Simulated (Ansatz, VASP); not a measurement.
## Co in VASP and in Ansatz

```xyz
2
Lattice="2.4599 0.0000 0.0000 -1.2300 2.1304 0.0000 0.0000 0.0000 3.9617" Properties=species:S:1:pos:R:3 pbc="T T T"
Co    0.0000    1.4202    0.9904
Co    1.2300    0.7101    2.9713
```

Alike in both runs: functional PBE; k mesh 8 × 8 × 5; no spin polarisation.

Ansatz relaxed the structure, and its values are those at the end. VASP's run is a single point on that final structure, the one shown.

```csv
,VASP,Ansatz
version,VASP 6.6.1,Ansatz 0.2.0
potentials or method,"VASP PAW PBE potentials, release 64 (Co)",PAW plane waves
plane-wave cutoff (eV),520,420
occupations,"fermi-dirac, width 0.1 eV",fermi-dirac
valence electrons in the cell,18,34
```

```csv
,VASP,Ansatz,Ansatz less VASP
gap on the k mesh at the Fermi level (eV),none,none,-
pressure (GPa),-0.8,0.0,+0.77
```

A gap of «none» marks a metal or a gap that the smearing closes. The two sets of potentials don't hold the same shells in valence. Ansatz warned: «structure_snapped_to_symmetry».

Caveats: the k mesh is coarse (spacing up to 0.37 Å⁻¹), so the values aren't converged; the run has no spin polarisation, though such a crystal can be magnetic. Spin polarisation is off, so any magnetic state and its effect on volume and gap are missing.
